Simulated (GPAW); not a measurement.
Runs of GPAW 26.7.0 on TaN. The structure is cubic, space group Fm-3m (No. 225). The conventional cell has a = 4.423 Å, b = 4.423 Å, c = 4.423 Å, α = 90.00°, β = 90.00°, γ = 90.00°. Around Ta (site symmetry m-3m) lie 6 N at 2.21 Å. N (site symmetry m-3m) has 6 Ta at 2.21 Å as nearest neighbours. The cell comes from a database or a generator and needn't be the stable form of this composition.

```csv
task,level,potentials or basis,U,k mesh,cutoff (eV),smearing,maxiter,k mesh for the DOS,dos width,mixer,fermi k mesh,other keys,mesh quality,gap on the mesh (eV),pressure (GPa)
density of states,WC,"PAW data sets generated in the run's folder for this functional, pw",-,6 × 6 × 6,780,fermi-dirac 0.01 eV,50,9 × 9 × 9,0 eV,msr1 beta=0.15,-,"several, not listed",coarse,none,-9.6
Fermi surface,PBE+D4,"GPAW PAW data sets (gpaw-data 1.2.1), pw",-,5 × 5 × 5,680,fermi-dirac 0.01 eV,50,-,-,-,8 × 8 × 8,"several, not listed",coarse,none,-9.2
single point,LDA+U,"the program's PAW data sets (release 1.2.1) made for this functional, pw",Ta d U = 6 eV,8 × 8 × 8,600,fermi-dirac 0.05 eV,120,-,-,-,-,-,not flagged,none,(a)
electron localisation function,PBE,"GPAW PAW data sets (gpaw-data 1.2.1), pw",-,5 × 5 × 5,680,fermi-dirac 0.01 eV,150,-,-,-,-,-,coarse,none,-4.2
```

Alike in all rows: no spin polarisation; cell as given.

Q: Estimate the missing entries.

A: (a) -8.8.

Caveats: some runs use coarse meshes; the cutoff is short for stress and forces, so pressures can be off by a GPa or more (some runs); pairwise dispersion overbinds metals, which lowers pressure and volume (some runs); U without spin polarisation on a metal has little footing (some runs).

A k mesh can miss the band edges, and the runs leave out spin-orbit coupling on Ta.

A gap of «none» marks a metal or a gap under the smearing width.
